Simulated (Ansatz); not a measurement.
CsH built on the CsCl prototype, relaxed with r2SCAN: the symmetry is Pm-3m (No. 221, cubic); a = 3.813 Å in the conventional setting, 27.72 Å³ an atom. Cs has 8 H at 3.30 Å; H has 8 Cs at 3.30 Å. One-shot G0W0@r2SCAN in the plane-wave code Ansatz on a 4×4×4 mesh (contour deformation, no spin-orbit coupling), from an r2SCAN gap of 3.180 eV over the mesh points (the G0W0 gap is indirect on the mesh); the number N of bands summed and the screening cutoff rise together. (Calculated; spin-unpolarised; the phase may be known or hypothetical.)

```
  N  cutoff (eV)  1000/N  G0W0 gap (eV)
 95           80  10.526          4.696
213          140   4.695          4.768
```

Lay a straight line in 1000/N through these rows.
The slope is -0.0123 eV per unit of 1000/N and the intercept 4.826 eV.

Predict the gap at N = 388 (210 eV).
4.826 + (-0.0123) × 2.577 = 4.794 eV; the run gives 4.791 eV, -0.003 eV from the line.

With that run's result added, what limit do the last two rows suggest?
Their slope is (4.791 − 4.768)/(2.577 − 4.695) = -0.0109, which meets 1/N = 0 at 4.82 eV, against 4.826 eV from the first line. The slope flattens, so the first line overshoots; the k mesh isn't extrapolated.

Spin-orbit coupling is left out.
